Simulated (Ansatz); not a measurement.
Set up this calculation in Ansatz 0.2.0, as the native input.

```
Task                                : band structure
Functional                          : PBE0
Potentials or basis                 : Ansatz PAW
Cutoff                              : 420 eV (not typed: the program's choice for these potentials)
k mesh                              : 4 × 4 × 4
Occupations                         : fermi-dirac, width 0.05 eV
Spin                                : no spin polarisation
Path                                : [["G", "X", "W", "K", "G", "L", "U", "W", "L", "K"], ["U", "X"]]
Points for each segment of the path : 4
```

Crystal: GaSb.

```
Sb Ga
1.0
     0.00000    3.05900    3.05900
     3.05900    0.00000    3.05900
     3.05900    3.05900    0.00000
Sb Ga
1 1
Direct
  0.75000 0.75000 0.75000
  0.00000 0.00000 0.00000
```

One way to write it, as run:

input.yaml

```yaml
crystal:
  lattice:
    - [0.0, 3.059, 3.059]
    - [3.059, 0.0, 3.059]
    - [3.059, 3.059, 0.0]
  atoms:
    - { symbol: Sb, position: [0.75, 0.75, 0.75] }
    - { symbol: Ga, position: [0.0, 0.0, 0.0] }
hamiltonian:
  xc: pbe0
  pseudopotentials: { kind: paw }
kpoints:
  mp_grid: { grid: [4, 4, 4] }
  band_path:
    path:
      - [[0.0, 0.0, 0.0], [0.5, 0.0, 0.5], [0.5, 0.25, 0.75], [0.375, 0.375, 0.75], [0.0, 0.0, 0.0], [0.5, 0.5, 0.5], [0.625, 0.25, 0.625], [0.5, 0.25, 0.75], [0.5, 0.5, 0.5], [0.375, 0.375, 0.75]]
      - [[0.625, 0.25, 0.625], [0.5, 0.0, 0.5]]
    npoints: 4
scf:
  occupations: { method: fermi_dirac, width: 0.05 }
  n_extra_bands: 6
output:
  forces: true
  stress: true
  eigenvalues: true
  fatbands: false
```

Potentials or basis: Ansatz PAW.

Run with:

```bash
$ ansatz run input.yaml --threads 2 --pin off --max-ram 5632MiB --backend cpu --events-out ev --progress --plain --runs-dir out
```

It gave:

The pressure is 0.6 GPa and the band gap on the k mesh is 1.52 eV, direct. The band gap along the path is 1.52 eV, direct.

Caveat: the k mesh is coarse (spacing up to 0.44 Å⁻¹), so the values aren't converged, least of all with exact exchange; spin-orbit coupling is left out, which moves the levels of the heavy elements; the PAW data sets come from PBE, with cores solved anew for the run's functional, which leaves a small shift of forces and pressure; the thresholds are loose for stress.

Run time: 2.4 min on 2 threads of Intel(R) Xeon(R) Processor @ 2.70GHz, with other jobs on the host, peak memory 0.82 GiB.
